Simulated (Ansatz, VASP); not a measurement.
**One calculation of Sn, two programs**

```
CELL_PARAMETERS angstrom
-2.02919 2.02919 1.66076
2.02919 -2.02919 1.66076
2.02919 2.02919 -1.66076
ATOMIC_POSITIONS crystal
Sn 0.00000 0.00000 0.00000
```

Alike in both runs: task single point; functional LDA; k mesh 16 × 16 × 16; occupations fermi-dirac, width 0.05 eV; no spin polarisation.

```csv
,VASP,Ansatz
version,VASP 6.6.1,Ansatz 0.2.0
potentials or method,"VASP PAW LDA potentials, release 64 (Sn_d), cutoff 520 eV","all-electron LAPW, scalar-relativistic"
```

|  | VASP | Ansatz | Ansatz less VASP |
| --- | --- | --- | --- |
| pressure (GPa) | -3.2 | -3.1 | +0.04 |
| largest component of the traceless stress (GPa) | 0.24 | 0.25 | +0.005 |

Ansatz ran all-electron here, so the differences hold the error of VASP's frozen core and of both bases.
